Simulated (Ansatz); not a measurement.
Si (Fd-3m) under several functionals

Plane-wave DFT in Ansatz with scalar-relativistic PAW potentials. The same structure was relaxed (cell and atoms, symmetry kept) in separate runs at each level. No spin polarisation.

Q: How do the levels LDA, PBE, PBEsol, r2SCAN compare?

A:
| level | cutoff (eV) | k mesh | V (Å³/atom) | a (Å) | gap (eV) |
| --- | --- | --- | --- | --- | --- |
| LDA | 420 | 12×12×12 | 19.704 | 5.402 | 0.44 |
| PBEsol | 420 | 12×12×12 | 20.055 | 5.434 | 0.46 |
| r2SCAN | 500 | 8×8×8 | 20.165 | 5.444 | 0.81 |
| PBE | 420 | 8×8×8 | 20.459 | 5.470 | 0.65 |

The usual order of volumes, LDA < PBEsol < PBE, holds here (19.704, 20.055, 20.459 Å³/atom). As a rule LDA overbinds; PBEsol, built on the gradient expansion of slowly varying densities, lies between LDA and PBE; PBE's stronger gradient term for exchange weakens bonds. r2SCAN lies 1.4 % under PBE in volume. Each gap belongs to its own cell, so it mixes the functional's effect with that of the volume; gaps are the least found on the k mesh or on a band path.

Cost: 4 runs of about 0.27 core-minutes in all, on AMD EPYC 9R45 (Zen 5), Intel Xeon Platinum 8259CL (Skylake/Cascade Lake), Intel Xeon Platinum 8488C (Sapphire Rapids) (shared hosts).